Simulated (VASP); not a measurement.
# Sb (Fm-3m) in VASP: a series of runs, part 2 of 2

VASP 6.6.1. Earlier steps stand in the parts before.

## (3) Relaxation of cell and atoms, revPBE

This run uses another cell than the first one, of 27.18 Å³/atom, 0.974 times its volume.

INCAR

```
PREC     = Accurate       # precision mode
ENCUT    = 600            # plane-wave cutoff, eV
EDIFF    = 1E-6           # SCF threshold, eV
ISMEAR   = -1             # smearing method
SIGMA    = 0.1            # smearing width, eV
LREAL    = False          # projectors in reciprocal space
LASPH    = True           # aspherical terms in the spheres
NELM     = 80             # most SCF steps
ALGO     = Fast           # electronic algorithm
ISIF     = 3              # what is computed and relaxed
LWAVE    = False          # write WAVECAR
LCHARG   = False          # write CHGCAR
GGA      = RE             # functional
IBRION   = 2              # ionic algorithm
NSW      = 80             # ionic steps
EDIFFG   = -0.01          # ionic threshold
```

KPOINTS

```
regular mesh
0
Gamma
  11 11 11
```

POSCAR

```
Sb
1.0
    0.0000000000      2.3864604735      2.3864604735
    2.3864604735      0.0000000000      2.3864604735
    2.3864604735      2.3864604735      0.0000000000
Sb
1
Direct
    0.0000000000      0.0000000000      0.0000000000
```

Potentials or basis: VASP PAW PBE potentials, release 64 (Sb).

Command:

```console
> cat potpaw_PBE.64/Sb/POTCAR > POTCAR
> mpirun -np 1 vasp_std > vasp.out
```

OUTCAR:

```text
PREC = Accurate
   ENCUT = 600
   EDIFF = 1E-6
   ISMEAR = -1
   LREAL = False
   LASPH = True
   NELM = 80
   ISIF = 3
   GGA = RE
   IBRION = 2
   NSW = 80
   EDIFFG = -0.01

 ion  position               nearest neighbor table
   1  0.000  0.000  0.000-

  LATTYP: Found a face centered cubic cell.
 ALAT       =     4.7729209470

  Lattice vectors:

 A1 = (   0.0000000000,   2.3864604735,   2.3864604735)
 A2 = (   2.3864604735,   0.0000000000,   2.3864604735)
 A3 = (   2.3864604735,   2.3864604735,   0.0000000000)

Analysis of symmetry for initial positions (statically):
=====================================================================
 Subroutine PRICEL returns:
 Original cell was already a primitive cell.

 Routine SETGRP: Setting up the symmetry group for a
 face centered cubic supercell.

 Subroutine GETGRP returns: Found 48 space group operations
 (whereof 48 operations were pure point group operations)
 out of a pool of 48 trial point group operations.

The static configuration has the point symmetry O_h .

Analysis of symmetry for dynamics (positions and initial velocities):
=====================================================================
 Subroutine PRICEL returns:
 Original cell was already a primitive cell.

 Routine SETGRP: Setting up the symmetry group for a
 face centered cubic supercell.

 Subroutine GETGRP returns: Found 48 space group operations
 (whereof 48 operations were pure point group operations)
 out of a pool of 48 trial point group operations.

The dynamic configuration has the point symmetry O_h .

 Subroutine INISYM returns: Found 48 space group operations
 (whereof 48 operations are pure point group operations),
 and found     1 'primitive' translations

----------------------------------------------------------------------------------------

                                     Primitive cell

  volume of cell :      27.1827

  direct lattice vectors                    reciprocal lattice vectors
     0.000000000  2.386460474  2.386460474    -0.209515308  0.209515308  0.209515308
     2.386460474  0.000000000  2.386460474     0.209515308 -0.209515308  0.209515308
     2.386460474  2.386460474  0.000000000     0.209515308  0.209515308 -0.209515308

  length of vectors
     3.374964768  3.374964768  3.374964768     0.362891158  0.362891158  0.362891158

  position of ions in fractional coordinates (direct lattice)
     0.000000000  0.000000000  0.000000000

  ion indices of the primitive-cell ions
   primitive index   ion index
                 1           1

----------------------------------------------------------------------------------------

 KPOINTS: regular mesh

Automatic generation of k-mesh.
 Grid dimensions read from file:
 generate k-points for:   11   11   11

 Generating k-lattice:

  Cartesian coordinates                     Fractional coordinates (reciprocal lattice)
    -0.019046846  0.019046846  0.019046846     0.090909091  0.000000000  0.000000000
     0.019046846 -0.019046846  0.019046846     0.000000000  0.090909091  0.000000000
     0.019046846  0.019046846 -0.019046846     0.000000000  0.000000000  0.090909091

  Length of vectors
     0.032990105  0.032990105  0.032990105

  Shift w.r.t. Gamma in fractional coordinates (k-lattice)
     0.000000000  0.000000000  0.000000000

 Subroutine IBZKPT returns following result:
 ===========================================

 Found     56 irreducible k-points:

 Following reciprocal coordinates:
            Coordinates               Weight
  0.000000  0.000000  0.000000      1.000000
  0.090909  0.000000  0.000000      8.000000
  0.181818  0.000000  0.000000      8.000000
  0.272727  0.000000  0.000000      8.000000
  0.363636  0.000000  0.000000      8.000000
  0.454545  0.000000  0.000000      8.000000
[... 16 lines left out ...]
 -0.272727  0.181818  0.000000     24.000000
 -0.181818  0.181818  0.000000     12.000000
 [... further k-points ...]
   k-points           NKPTS =     56   k-points in BZ     NKDIM =     56   number of bands    NBANDS=      6
   number of dos      NEDOS =    301   number of ions     NIONS =      1
   total plane-waves  NPLWV =  21952
   dimension x,y,z NGX =    28 NGY =   28 NGZ =   28
   dimension x,y,z NGXF=    56 NGYF=   56 NGZF=   56
   ions per type =               1
   NGX,Y,Z   is equivalent  to a cutoff of  13.79, 13.79, 13.79 a.u.
   NGXF,Y,Z  is equivalent  to a cutoff of  27.58, 27.58, 27.58 a.u.
 SYSTEM =  unknown system
   PREC   = accura    normal or accurate (medium, high low for compatibility)
   ISTART =      0    job   : 0-new  1-cont  2-samecut
   ICHARG =      2    charge: 1-file 2-atom 10-const
   ISPIN  =      1    spin polarized calculation?
   LNONCOLLINEAR =      F non collinear calculations
   LSORBIT =      F    spin-orbit coupling
   LASPH  =      T    aspherical Exc in radial PAW
   ENCUT  =  600.0 eV  44.10 Ry    6.64 a.u.   6.74  6.74  6.74*2*pi/ulx,y,z
   NELM   =     80;   NELMIN=  2; NELMDL= -5     # of ELM steps
   EDIFF  = 0.1E-05   stopping-criterion for ELM
   LREAL  =      F    real-space projection
   EDIFFG = -.1E-01   stopping-criterion for IOM
   NSW    =     80    number of steps for IOM
   IBRION =      2    ionic relax: 0-MD 1-quasi-New 2-CG
   NFREE  =      1    steps in history (QN), initial steepest desc. (CG)
   ISIF   =      3    stress and relaxation
   ISYM   =      2    0-nonsym 1-usesym 2-fastsym
   POTIM  = 0.5000    time-step for ionic-motion
   TEBEG  =    0.0;   TEEND  =   0.0 temperature during run
   PSTRESS=    0.0 pullay stress
   NELECT =       5.0000    total number of electrons
   NUPDOWN=      -1.0000    fix difference up-down
   EMIN   =  10.00;   EMAX   =-10.00  energy-range for DOS
   EFERMI =   0.00;   METHOD = LEGACY
   ISMEAR =    -1;   SIGMA  =   0.10  broadening in eV -4-tet -1-fermi 0-gaus
   EFERMI_NEDOS =   21; number of points for ismear=-14 and -15
   IALGO  =     68    algorithm
   IMIX   =      4    mixing-type and parameters
     AMIX     =   0.40;   BMIX     =  1.00
     AMIX_MAG =   1.60;   BMIX_MAG =  1.00
  volume/ion in A,a.u.               =      27.18       183.44
  Fermi-wavevector in a.u.,A,eV,Ry     =   0.931038  1.759406 11.793954  0.866831
  Thomas-Fermi vector in A             =   2.057489
   LORBIT       =      0    0 simple, 1 ext, 2 COOP (PROOUT), +10 PAW based schemes
   GGA     = RE    functional components
   LHFCALC =     F    Hartree Fock is set to
   AEXX    =    0.0000 exact exchange contribution
   IVDW    =     0    specifies the selected vdW correction
   LEPSILON=     F    determine dielectric tensor
   LRPA    =     F    only Hartree local field effects (RPA)
 conjugate gradient relaxation of ions
 non-spin polarized calculation
 RMM-DIIS sequential band-by-band and
  energy-cutoff  :      600.00
  volume of cell :       27.18
 maximum number of plane-waves:       926
   NGX = 13   NGY = 13   NGZ = 13

--------------------------------------- Ionic step        1  -------------------------------------------

 number of electron       5.0000000 magnetization

 Free energy of the ion-electron system (eV)
  ---------------------------------------------------
  ext. energy  EPLUGINS =         0.00000000
  ---------------------------------------------------
  free energy    TOTEN  =        -3.50292327 eV

  energy without entropy =       -3.47724661  energy(sigma->0) =       -3.49008494

------------------------ aborting loop because EDIFF is reached ----------------------------------------

  FORCE on cell =-STRESS in cart. coord.  units (eV):
  Direction    XX          YY          ZZ          XY          YZ          ZX
  --------------------------------------------------------------------------------------
  -------------------------------------------------------------------------------------
  Total        0.2253084      0.2253084      0.2253084     -0.0000000      0.0000000     -0.0000000
  in kB       13.2799121     13.2799121     13.2799121     -0.0000000      0.0000000     -0.0000000
  external PRESSURE =      13.2799121 kB  Pullay stress =       0.0000000 kB
[... 57 lines left out ...]
--------------------------------------- Ionic step        3  -------------------------------------------

 number of electron       5.0000000 magnetization

 Free energy of the ion-electron system (eV)
  ---------------------------------------------------
  ext. energy  EPLUGINS =         0.00000000
  ---------------------------------------------------
  free energy    TOTEN  =        -3.50536253 eV

  energy without entropy =       -3.47873786  energy(sigma->0) =       -3.49205020

 E-fermi :   8.1906     XC(G=0): -10.0681

 val. band max:        8.1705800423   @ k =   0.4545   0.2727   0.0909
 cond. band min:       8.3459188433   @ k =   0.2727   0.2727   0.0000
 fundamental gap:      0.1753388010
 Fermi energy:         8.1905529043

 k-point     1 :       0.0000    0.0000    0.0000
  band No.  band energies     occupation
      1      -4.4830      2.00000
      2      13.3064      0.00000
      3      13.3064      0.00000
      4      13.3064      0.00000
      5      18.0171      0.00000
      6      18.0171      0.00000
[... 199 lines left out ...]
 k-point    24 :      -0.1818    0.1818    0.0000
  band No.  band energies     occupation
      1      -2.8235      2.00000
      2       7.5635      1.99623
      3       8.7853      0.00521
      4      12.6337      0.00000
      5      16.9745      0.00000
      6      18.1615      0.00000

 [... further k-points ...]
[... 5 lines left out ...]
  --------------------------------------------------------------------------------------
  -------------------------------------------------------------------------------------
  Total        0.0009773      0.0009773      0.0009773      0.0000000     -0.0000000      0.0000000
  in kB        0.0563532      0.0563532      0.0563532      0.0000000     -0.0000000      0.0000000
  external PRESSURE =       0.0563532 kB  Pullay stress =       0.0000000 kB
[... 16 lines left out ...]
  FREE ENERGIE OF THE ION-ELECTRON SYSTEM (eV)
  ---------------------------------------------------
  free  energy   TOTEN  =        -3.5053625341 eV

  energy  without entropy=       -3.4787378605  energy(sigma->0) =       -3.49205020

 reached required accuracy - stopping structural energy minimisation
```

It took 16 s on 1 thread of Intel Xeon Platinum 8488C (Sapphire Rapids), shared host; peak memory 0.16 GiB.

What came out:

```yaml
Free_energy: -3.5054 eV
Relaxed_volume: 27.79 Å³/atom
Relaxed_cell: a = 3.400 Å, b = 3.400 Å, c = 3.400 Å, α = 60.00°, β = 60.00°, γ = 60.00°
Space_group_after_relaxing_to_0.05_Å: Fm-3m (No. 225)
Energy_gained_by_relaxing: 2.4 meV/atom
Ionic_steps: 3
Pressure_after_relaxing: 0.0 GPa
Band_gap_on_the_k_mesh: none (metal or under the smearing width)
```

Step by step:
```csv
step,energy change (eV),largest force (eV/Å),pressure (GPa),volume (Å³)
1,0.0000,0.0000,1.33,27.18
2,-0.0019,0.0000,-0.57,28.08
3,-0.0024,0.0000,0.01,27.79
```

Final structure:
```
Sb
1.0
     0.00000    2.40399    2.40399
     2.40399    0.00000    2.40399
     2.40399    2.40399    0.00000
Sb
1
Direct
  0.00000 0.00000 0.00000
```

Caveat: the PAW data sets were made with another functional, which shifts forces and pressure a little. The run has no spin-orbit coupling, so splittings on Sb are missing.
